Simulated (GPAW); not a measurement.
# Co2 Os2 Co2 0001: which magnetic order is lowest

Wanted: the moments of Co2 Os2 Co2 0001 and the energy of each order that was tried.

Main program and level: GPAW 26.7.0; PBE; plane waves with GPAW's PAW setups, scalar-relativistic.

### Step 1. The structure

The cell holds 6 atoms: 4 Co and 2 Os. Its edges and angles: a = 2.734 Å, b = 2.734 Å, c = 21.470 Å, α = 90.0°, β = 90.0°, γ = 120.0°. ideal sites on the substrate's mesh, layer spacings from atomic volumes, unrelaxed, 12 A of vacuum. Vacuum lies along c.

### Step 2. Order 1, typed as ferro ++++

Parallel moments need no larger cell; this start tests for a ferromagnetic state only.

The input, order1.py:

```python
import json
import numpy as np
from ase import Atoms
from ase.parallel import paropen, parprint
from gpaw import GPAW

atoms = Atoms(['Co', 'Co', 'Os', 'Os', 'Co', 'Co'],
    cell=[[2.734, 0.0, 0.0],
         [-1.367, 2.367713, 0.0],
         [0.0, 0.0, 21.469626]],
    scaled_positions=[[0.0, 0.0, 0.279465],
         [0.333333, 0.666667, 0.359332],
         [0.0, 0.0, 0.449633],
         [0.333333, 0.666667, 0.550367],
         [0.0, 0.0, 0.640668],
         [0.333333, 0.666667, 0.720535]],
    pbc=True,
    magmoms=[1.8, 1.8, 0.0, 0.0, 1.8, 1.8])
atoms.calc = GPAW(mode={'name': 'pw', 'ecut': 450},
    xc='PBE',
    kpts={'size': (20, 20, 1), 'gamma': True},
    occupations={'name': 'fermi-dirac', 'width': 0.05},
    convergence={'density': 1e-05, 'energy': 1e-05},
    maxiter=200,
    mixer={'name': 'pulay', 'beta': 0.03, 'nmaxold': 8, 'weight': 100},
    symmetry={'tolerance': 1e-4},
    txt='order1.txt')
e = atoms.get_potential_energy(force_consistent=True)
res = {'free_energy': e, 'energy_sigma0': atoms.get_potential_energy(), 'fermi_energy': atoms.calc.get_fermi_level()}
res['moments'] = atoms.get_magnetic_moments().tolist()
res['total'] = atoms.get_magnetic_moment()
parprint('site moments (muB):', np.round(res['moments'], 3))
parprint(f"total moment: {res['total']:.3f} muB")
parprint(f'free energy: {e:.6f} eV')
atoms.calc.write('order1.gpw')
with paropen('results.json', 'w') as f:
    json.dump(res, f)
```

Launch:

```console
$ OMP_NUM_THREADS=1 mpirun -n 4 gpaw python order1.py > order1.log
```

Numbers of over 12 decimals in the logs are rounded to 6 here.

The log of the run:

```text
site moments (muB): [ 1.835  1.357 -0.11  -0.11   1.357  1.835]
total moment: 6.013 muB
free energy: -51.968365 eV

--- order1.txt ---
Input parameters:
  mode=PW(ecut=450),
  convergence={'density': 1e-05, 'energy': 1e-05},
  kpts=MonkhorstPack(size=(20, 20, 1), gamma=True),
  maxiter=200,
  mixer=Pulay(name='pulay', nmaxold=8, beta=0.03, weight=100, sigma=0.015, g_ss=None),
  occupations=Occupations(name='fermi-dirac', width=0.05),
  symmetry=Symmetry(tolerance=0.0001),
  xc=XC(name='PBE')

Diagonalizing LCAO Hamiltonian
Converting LCAO to pw mode

        Co

       Co
        Os

       Os
        Co

       Co

Atoms  # Å, Bohr magnetons
|   | symbol |         x |        y |         z |    initial magnetic moments |
|---|--------|-----------|----------|-----------|-----------------------------|
| 0 |     Co |  0.000000 | 0.000000 |  6.000009 | ( 0.0000,  0.0000,  1.8000) |
| 1 |     Co | -0.000001 | 1.578476 |  7.714724 | ( 0.0000,  0.0000,  1.8000) |
| 2 |     Os |  0.000000 | 0.000000 |  9.653452 | ( 0.0000,  0.0000,  0.0000) |
| 3 |     Os | -0.000001 | 1.578476 | 11.816174 | ( 0.0000,  0.0000,  0.0000) |
| 4 |     Co |  0.000000 | 0.000000 | 13.754902 | ( 0.0000,  0.0000,  1.8000) |
| 5 |     Co | -0.000001 | 1.578476 | 15.469617 | ( 0.0000,  0.0000,  1.8000) |

Unit cell  # Å
| periodic |         x |        y |         z |   lengths |     angles |
|----------|-----------|----------|-----------|-----------|------------|
|      yes |  2.734000 | 0.000000 |  0.000000 |  2.734000 |  90.000000 |
|      yes | -1.367000 | 2.367713 |  0.000000 |  2.734000 |  90.000000 |
|      yes |  0.000000 | 0.000000 | 21.469626 | 21.469626 | 120.000005 |

Number of symmetries: 6

BZ-sampling:
  Number of BZ points: 400
  Number of IBZ points: 44

  Monkhorst-Pack size: [20, 20, 1]
  Monkhorst-Pack shift: [0.025, 0.025, 0.0]

K-points  # in reciprocal-cell coordinates
|     |                                coordinates |     weight |
|-----|--------------------------------------------|------------|
|   0 | ( -0.00000000,  -0.00000000,   0.00000000) | 0.00250000 |
|   1 | (  0.05000000,  -0.00000000,   0.00000000) | 0.01500000 |
|   2 | (  0.10000000,  -0.05000000,   0.00000000) | 0.01500000 |
|   3 | (  0.10000000,  -0.00000000,   0.00000000) | 0.01500000 |
|   4 | (  0.15000000,  -0.05000000,   0.00000000) | 0.03000000 |
|   5 | (  0.15000000,  -0.00000000,   0.00000000) | 0.01500000 |
|   6 | (  0.20000000,  -0.10000000,   0.00000000) | 0.01500000 |
|   7 | (  0.20000000,  -0.05000000,   0.00000000) | 0.03000000 |
|   8 | (  0.20000000,  -0.00000000,   0.00000000) | 0.01500000 |
|   9 | (  0.25000000,  -0.10000000,   0.00000000) | 0.03000000 |
| ... |                                            |            |
|  43 | (  0.50000000,   0.50000000,   0.00000000) | 0.00750000 |

Plane wave coefficients: 3039
Cutoff: 450.000000 eV

Spin-components: 2 (collinear spins)
Bands:           47
Projectors:      36
Spin-degeneracy: 1
Datatype:        complex128

Parallelization:
  kpt:    4
  domain: 1
  band:   1

Density:
  Valence electrons: 64.0
  Components: 2
  Grid points: [ 14  14 108]
  Charge: 0.0  # |e|

Potential:
  Grid points: [ 14  14 108]

species:
  Co:
    name:    Cobalt
    Z:       27.0
    valence: 9
    core:    18
    charge:  0.0  # [|e|]
    compensation charges:
      type: gauss
      rc: 0.32  # [Å]
      lmax: 2
    cutoffs:
      filter: 1.87  # [Å]
      core: 2.55  # [Å]
    projectors
    | kind |    occ | energy [eV] | rcut [Å] |
    |------|--------|-------------|----------|
    |   4s |  2.000 |      -5.469 |    1.005 |
    |   4p |  0.000 |      -1.277 |    1.058 |
    |   3d |  7.000 |      -8.205 |    1.005 |
    |    s |        |      21.742 |    1.005 |
    |    p |        |      25.934 |    1.058 |
    |    d |        |      19.007 |    1.005 |

    Using partial waves for Co as LCAO basis

  Os:
    name:    Osmium
    Z:       76.0
    valence: 14
    core:    62
    charge:  0.0  # [|e|]
    compensation charges:
      type: gauss
      rc: 0.39  # [Å]
      lmax: 2
    cutoffs:
      filter: 2.36  # [Å]
      core: 2.55  # [Å]
    projectors
    | kind |    occ | energy [eV] | rcut [Å] |
    |------|--------|-------------|----------|
    |   6s |  2.000 |      -6.125 |    1.349 |
    |   5p |  6.000 |     -50.878 |    1.397 |
    |   6p |  0.000 |      -1.276 |    1.397 |
    |   5d |  6.000 |      -6.274 |    1.244 |
    |    s |        |      21.086 |    1.349 |
    |    d |        |      20.938 |    1.244 |

    Using partial waves for Os as LCAO basis

Reference energy: -1089458.753700  # eV

eigensolver:
  PPCG
  Converge bands: occupied
  niter=2

density mixing:
  Pulay-Mixer
  Linear mixing parameters: 0.03
  Old densities: 8
  Fourier metric: weight=100, sigma=0.015

occupation numbers:
  Fermi-Dirac:
    width: 0.0500  # eV

poisson solver:
  ecut: 3600.000000  # eV

xc functional:
  name: PBE with 2 nearest neighbor stencil

convergence criteria:
- Maximum integral of absolute [dens]ity change: 1e-05 electrons / valence electron
- Maximum [total energy] change in last 3 cyles: 1e-05 eV / valence electron
- Maximum integral of absolute [eigenst]ate change: 4e-08 eV^2 / valence electron
maximum number of iterations: 200

SCF iterations
|iter     |      energy | eigst |  dens |  magmom |
|---------|-------------|-------|-------|---------|
|iter:   1|       0s |  -55.224679 | +0.40 |       |  +7.2086|
|iter:   2|       4s |  -53.591987 | -0.86 | -0.84 |  +7.1457|
|iter:   3|       9s |  -52.841926 | -1.71 | -0.94 |  +7.1327|
|iter:   4|      13s |  -52.484456 | -2.27 | -1.11 |  +7.0840|
|iter:   5|      17s |  -51.862701 | -1.07 | -1.15 |  +6.8246|
|iter:   6|      22s |  -51.853485 | -2.38 | -1.35 |  +6.8199|
|iter:   7|      26s |  -51.863700 | -3.23 | -1.36 |  +6.8214|
|iter:   8|      30s |  -51.878264 | -2.26 | -1.36 |  +6.6473|
|iter:   9|      35s |  -51.905497 | -1.73 | -1.45 |  +6.4395|
|iter:  10|      39s |  -51.837655 | -2.61 | -1.60 |  +6.5653|
[... 29 iterations left out ...]
|iter:  40|     162s |  -51.945182c| -7.74c| -4.29 |  +6.0121|
|iter:  41|     164s |  -51.945182c| -7.87c| -4.38 |  +6.0124|
|iter:  42|     166s |  -51.945182c| -8.13c| -4.50 |  +6.0126|
|iter:  43|     168s |  -51.945182c| -7.84c| -4.56 |  +6.0127|
|iter:  44|     170s |  -51.945182c| -8.38c| -4.71 |  +6.0127|
|iter:  45|     172s |  -51.945182c| -8.69c| -4.74 |  +6.0127|
|iter:  46|     174s |  -51.945182c| -8.53c| -4.77 |  +6.0127|
|iter:  47|     176s |  -51.945182c| -8.56c| -4.85 |  +6.0128|
|iter:  48|     178s |  -51.945182c| -8.79c| -4.94 |  +6.0129|
|iter:  49|     180s |  -51.945182c| -8.60c| -5.02c|  +6.0128|

Converged in 49 steps
Energy contributions relative to reference atoms: (reference = -1089458.753700)

Energy contributions:
  Kinetic:          40.335471
  Coulomb:         -36.376218
  Zero:              0.575117
  External:          0.000000
  Xc:              -56.456369
  Entropy:          -0.046366
  Spinorbit:         0.000000
  ----------------------------
  Free energy:     -51.968365
  Extrapolated:    -51.945182

dipole moment: (-19.999759, -16.760934, -0.000033)  # |e|*Ang

Total magnetic moment: (0.000000, 0.000000, 6.012798)

Local magnetic moments
|        x |        y |         z |
|----------|----------|-----------|
| 0.000000 | 0.000000 |  1.834544 |  # Co   0
| 0.000000 | 0.000000 |  1.356743 |  # Co   1
| 0.000000 | 0.000000 | -0.110011 |  # Os   2
| 0.000000 | 0.000000 | -0.110011 |  # Os   3
| 0.000000 | 0.000000 |  1.356744 |  # Co   4
| 0.000000 | 0.000000 |  1.834545 |  # Co   5

Fermi level: 4.489
Eigenvalues  # (at kpt = [-0.000, -0.000, 0.000])
| band index |      eig [eV] | occ [0-1] |      eig [eV] | occ [0-1] |
|------------|---------------|-----------|---------------|-----------|
|          0 |       -41.850 |     1.000 |       -41.923 |     1.000 |
|        ... |               |           |               |           |
|         27 |         2.434 |     1.000 |         4.020 |     1.000 |
|         28 |         2.611 |     1.000 |         4.020 |     1.000 |
|         29 |         2.611 |     1.000 |         4.240 |     0.993 |
|         30 |         2.870 |     1.000 |         4.257 |     0.991 |
|         31 |         2.870 |     1.000 |         4.450 |     0.685 |
|         32 |         2.914 |     1.000 |         4.450 |     0.685 |
|         33 |         3.562 |     1.000 |         5.037 |     0.000 |
|         34 |         3.562 |     1.000 |         5.037 |     0.000 |
|         35 |         3.701 |     1.000 |         5.245 |     0.000 |
|         36 |         3.701 |     1.000 |         5.245 |     0.000 |
|         37 |         4.793 |     0.002 |         5.280 |     0.000 |
|         38 |         4.793 |     0.002 |         5.431 |     0.000 |
|         39 |         5.108 |     0.000 |         5.431 |     0.000 |
|         40 |         5.784 |     0.000 |         5.894 |     0.000 |
|         41 |         5.971 |     0.000 |         6.062 |     0.000 |
|         42 |         5.971 |     0.000 |         6.062 |     0.000 |
|        ... |               |           |               |           |
|         46 |        13.212 |     0.000 |        13.396 |     0.000 |

No gap
No difference between direct/indirect transitions
```

Elapsed: 3.1 min, on 4 MPI ranks of Arm Neoverse V2, shared host; peak memory 1 GiB.

Spin moment in the augmentation sphere by atom:

```csv
atom,spin moment in the augmentation sphere (μB)
Co1,1.83
Co2,1.36
Os3,-0.11
Os4,-0.11
Co5,1.36
Co6,1.83
```

Read from the output:

```
magnetization : 6.013 μB
final state   : ferromagnetic
```

After 49 cycles the largest moment stands at 1.83 μB.

### Step 3. Order 2, typed as antiferro ++--

An opposed order shows whether the pairs that it reverses prefer unlike signs.

order2.py is the script of step 2 with these lines changed:

```diff
@@ -17,3 +17,3 @@
     pbc=True,
-    magmoms=[1.8, 1.8, 0.0, 0.0, 1.8, 1.8])
+    magmoms=[1.8, 1.8, 0.0, 0.0, -1.8, -1.8])
 atoms.calc = GPAW(mode={'name': 'pw', 'ecut': 450},
@@ -26,3 +26,3 @@
     symmetry={'tolerance': 1e-4},
-    txt='order1.txt')
+    txt='order2.txt')
 e = atoms.get_potential_energy(force_consistent=True)
@@ -34,3 +34,3 @@
 parprint(f'free energy: {e:.6f} eV')
-atoms.calc.write('order1.gpw')
+atoms.calc.write('order2.gpw')
 with paropen('results.json', 'w') as f:
```

Launch:

```console
$ OMP_NUM_THREADS=1 mpirun -n 4 gpaw python order2.py > order2.log
```

The log of the run:

```text
site moments (muB): [ 1.847  1.381 -0.007  0.007 -1.381 -1.847]
total moment: -0.000 muB
free energy: -51.911736 eV

--- order2.txt ---
Input parameters:
  mode=PW(ecut=450),
  convergence={'density': 1e-05, 'energy': 1e-05},
  kpts=MonkhorstPack(size=(20, 20, 1), gamma=True),
  maxiter=200,
  mixer=Pulay(name='pulay', nmaxold=8, beta=0.03, weight=100, sigma=0.015, g_ss=None),
  occupations=Occupations(name='fermi-dirac', width=0.05),
  symmetry=Symmetry(tolerance=0.0001),
  xc=XC(name='PBE')

Diagonalizing LCAO Hamiltonian
Converting LCAO to pw mode

        Co

       Co
        Os

       Os
        Co

       Co

Atoms  # Å, Bohr magnetons
|   | symbol |         x |        y |         z |    initial magnetic moments |
|---|--------|-----------|----------|-----------|-----------------------------|
| 0 |     Co |  0.000000 | 0.000000 |  6.000009 | ( 0.0000,  0.0000,  1.8000) |
| 1 |     Co | -0.000001 | 1.578476 |  7.714724 | ( 0.0000,  0.0000,  1.8000) |
| 2 |     Os |  0.000000 | 0.000000 |  9.653452 | ( 0.0000,  0.0000,  0.0000) |
| 3 |     Os | -0.000001 | 1.578476 | 11.816174 | ( 0.0000,  0.0000,  0.0000) |
| 4 |     Co |  0.000000 | 0.000000 | 13.754902 | ( 0.0000,  0.0000, -1.8000) |
| 5 |     Co | -0.000001 | 1.578476 | 15.469617 | ( 0.0000,  0.0000, -1.8000) |

Unit cell  # Å
| periodic |         x |        y |         z |   lengths |     angles |
|----------|-----------|----------|-----------|-----------|------------|
|      yes |  2.734000 | 0.000000 |  0.000000 |  2.734000 |  90.000000 |
|      yes | -1.367000 | 2.367713 |  0.000000 |  2.734000 |  90.000000 |
|      yes |  0.000000 | 0.000000 | 21.469626 | 21.469626 | 120.000005 |

Number of symmetries: 6

BZ-sampling:
  Number of BZ points: 400
  Number of IBZ points: 44

  Monkhorst-Pack size: [20, 20, 1]
  Monkhorst-Pack shift: [0.025, 0.025, 0.0]

Plane wave coefficients: 3039
Cutoff: 450.000000 eV

Spin-components: 2 (collinear spins)
Bands:           43
Projectors:      36
Spin-degeneracy: 1
Datatype:        complex128

Parallelization:
  kpt:    4
  domain: 1
  band:   1

Density:
  Valence electrons: 64.0
  Components: 2
  Grid points: [ 14  14 108]
  Charge: 0.0  # |e|

Potential:
  Grid points: [ 14  14 108]

[... setups left out ...]
Reference energy: -1089458.753700  # eV

eigensolver:
  PPCG
  Converge bands: occupied
  niter=2

density mixing:
  Pulay-Mixer
  Linear mixing parameters: 0.03
  Old densities: 8
  Fourier metric: weight=100, sigma=0.015

occupation numbers:
  Fermi-Dirac:
    width: 0.0500  # eV

poisson solver:
  ecut: 3600.000000  # eV

xc functional:
  name: PBE with 2 nearest neighbor stencil

convergence criteria:
- Maximum integral of absolute [dens]ity change: 1e-05 electrons / valence electron
- Maximum [total energy] change in last 3 cyles: 1e-05 eV / valence electron
- Maximum integral of absolute [eigenst]ate change: 4e-08 eV^2 / valence electron
maximum number of iterations: 200

SCF iterations
|iter     |      energy | eigst |  dens |  magmom |
|---------|-------------|-------|-------|---------|
|iter:   1|       0s |  -55.166596 | +0.41 |       |  +0.0000|
|iter:   2|       4s |  -53.823769 | -0.70 | -0.83 |  +0.0000|
|iter:   3|       8s |  -52.764026 | -1.50 | -0.90 |  -0.0000|
|iter:   4|      12s |  -52.436822 | -2.19 | -1.12 |  +0.0001|
|iter:   5|      16s |  -51.826477 | -0.94 | -1.16 |  -0.0020|
|iter:   6|      20s |  -51.805088 | -2.15 | -1.35 |  -0.0002|
|iter:   7|      24s |  -51.819586 | -3.11 | -1.37 |  -0.0000|
|iter:   8|      28s |  -51.830369 | -2.06 | -1.37 |  -0.0004|
|iter:   9|      32s |  -51.809592 | -1.76 | -1.49 |  -0.0005|
|iter:  10|      36s |  -51.778536 | -2.63 | -1.65 |  -0.0003|
[... 29 iterations left out ...]
|iter:  40|     145s |  -51.882228c| -7.79c| -4.35 |  -0.0000|
|iter:  41|     147s |  -51.882229c| -7.99c| -4.40 |  -0.0000|
|iter:  42|     149s |  -51.882229c| -7.56c| -4.44 |  -0.0000|
|iter:  43|     151s |  -51.882229c| -7.90c| -4.60 |  -0.0000|
|iter:  44|     153s |  -51.882229c| -7.81c| -4.63 |  -0.0000|
|iter:  45|     155s |  -51.882229c| -8.02c| -4.79 |  -0.0000|
|iter:  46|     157s |  -51.882229c| -8.27c| -4.93 |  -0.0000|
|iter:  47|     158s |  -51.882229c| -8.49c| -4.93 |  -0.0000|
|iter:  48|     160s |  -51.882229c| -8.26c| -4.96 |  -0.0000|
|iter:  49|     162s |  -51.882229c| -8.51c| -5.06c|  -0.0000|

Converged in 49 steps
Energy contributions relative to reference atoms: (reference = -1089458.753700)

Energy contributions:
  Kinetic:          41.147517
  Coulomb:         -37.018257
  Zero:              0.573333
  External:          0.000000
  Xc:              -56.555314
  Entropy:          -0.059015
  Spinorbit:         0.000000
  ----------------------------
  Free energy:     -51.911736
  Extrapolated:    -51.882229

dipole moment: (-19.999687, -16.760352, -0.000022)  # |e|*Ang

Total magnetic moment: (0.000000, 0.000000, -0.000003)

Local magnetic moments
|        x |        y |         z |
|----------|----------|-----------|
| 0.000000 | 0.000000 |  1.846669 |  # Co   0
| 0.000000 | 0.000000 |  1.381352 |  # Co   1
| 0.000000 | 0.000000 | -0.007235 |  # Os   2
| 0.000000 | 0.000000 |  0.007235 |  # Os   3
| 0.000000 | 0.000000 | -1.381357 |  # Co   4
| 0.000000 | 0.000000 | -1.846669 |  # Co   5

Fermi level: 4.454
Eigenvalues  # (at kpt = [-0.000, -0.000, 0.000])
| band index |      eig [eV] | occ [0-1] |      eig [eV] | occ [0-1] |
|------------|---------------|-----------|---------------|-----------|
|          0 |       -41.853 |     1.000 |       -41.853 |     1.000 |
|        ... |               |           |               |           |
|         27 |         3.240 |     1.000 |         3.240 |     1.000 |
|         28 |         3.240 |     1.000 |         3.240 |     1.000 |
|         29 |         3.445 |     1.000 |         3.445 |     1.000 |
|         30 |         3.615 |     1.000 |         3.615 |     1.000 |
|         31 |         3.615 |     1.000 |         3.615 |     1.000 |
|         32 |         4.222 |     0.990 |         4.222 |     0.990 |
|         33 |         4.222 |     0.990 |         4.222 |     0.990 |
|         34 |         4.257 |     0.981 |         4.257 |     0.981 |
|         35 |         4.952 |     0.000 |         4.952 |     0.000 |
|         36 |         4.952 |     0.000 |         4.952 |     0.000 |
|         37 |         5.191 |     0.000 |         5.191 |     0.000 |
|         38 |         5.337 |     0.000 |         5.337 |     0.000 |
|         39 |         5.338 |     0.000 |         5.338 |     0.000 |
|         40 |         5.847 |     0.000 |         5.847 |     0.000 |
|         41 |         6.053 |     0.000 |         6.053 |     0.000 |
|         42 |         6.053 |     0.000 |         6.053 |     0.000 |

No gap
No difference between direct/indirect transitions
```

It took 2.8 min on 4 MPI ranks; peak memory 1 GiB; 11 min of CPU time.

Spin moment in the augmentation sphere by atom:

```csv
atom,spin moment in the augmentation sphere (μB)
Co1,1.85
Co2,1.38
Os3,-0.01
Os4,0.01
Co5,-1.38
Co6,-1.85
```

This step gave:

```
magnetization : 0 μB
final state   : antiferromagnetic
```

It lies 14.2 meV a seeded atom over the first start, and its largest moment is 1.85 μB against 1.83 μB.

### Step 4. The states side by side

These are free energies at a smearing of 0.05 eV, so its entropy term is in the differences. They are divided by the number of seeded atoms, so that cells of unlike size compare.

Orders:

```csv
start,final state,typed order kept,energy over the lowest (meV a seeded atom),largest site moment (μB),net moment (μB a primitive cell),mesh matched,CPU time (s)
ferro ++++,ferromagnetic,yes,0,1.835,6.013,yes,754
antiferro ++--,antiferromagnetic,yes,14.16,1.847,0,yes,680
```

### Step 5. What came out

```json
{
  "lowest state found": "ferromagnetic (typed ferro ++++)",
  "largest site moment": "1.83 μB",
  "next state": "antiferromagnetic, 14.2 meV a seeded atom higher"
}
```

What this shows: The lowest state found is ferromagnetic, reached from the start ferro ++++, with moments up to 1.83 μB. The next state costs 14 meV a seeded atom. This is the lowest of 2 finished starts, no proof of the ground state.

[Logs and program files are shortened in this print: banners, set-up blocks, solver, clock and traceback lines can be left out without a mark of their own.]

[Logs are printed without paths, hosts, clocks, repeated set-up lines and the standing remarks that a program may print on its own settings, such as how far it seeks lower states.]

[Hosts, paths, dates, database ids (printed as entryN), source tags and the programs' standing remarks are cut or masked in the printed files.]

[Where a cell is said to come from a database of computed structures, the database is the Materials Project.]
